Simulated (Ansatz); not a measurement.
One structure, 3 elements: BeS, BeSe, BeTe

Plane-wave DFT in Ansatz with scalar-relativistic PAW potentials, cutoff 420 eV, Γ-centred meshes chosen by cell and gap, Gaussian smearing with energies taken to zero width. Every cell was relaxed (cell and atoms) in a run of its own, within the symmetry of its start. Functional: PBEsol.

All members share space group F-43m and the same sites; only the element on one set of sites changes (S, Se, Te). Members needn't be the stable form of their composition. Energies over the elements, where given, are against the elements' standard states in the same functional (H₂, N₂, O₂ and halogens uncorrected, Hg as a solid). The first member:

Space group F-43m (No. 216). a = 4.838 Å, b = 4.838 Å, c = 4.838 Å, α = 90.00°, β = 90.00°, γ = 90.00°
```
atom site symmetry x y z
  Be    4a      -43m  0.0000  0.0000  0.0000
   S    4c      -43m  0.2500  0.2500  0.2500
```

Problem. How do size, gap and binding change down the group?

Solution.
```tsv
compound	V (Å³/atom)	a (Å)	gap on mesh (eV)	energy over elements (eV/atom)
BeS	14.15	4.838	2.91	-1.101
BeSe	16.86	5.129	2.47	-0.802
BeTe	22.02	5.606	1.84	-0.351
```

Over the series the volume grows at each step down the group; the gap narrows; binding against the elements weakens. The p levels of the anion rise down the group and lift the valence band, the usual cause of such narrowing. Less electronegative, larger anions gain less from charge transfer and lattice energy, in line with the weaker binding.

Spin-orbit coupling is left out, which matters for the bands of heavy elements.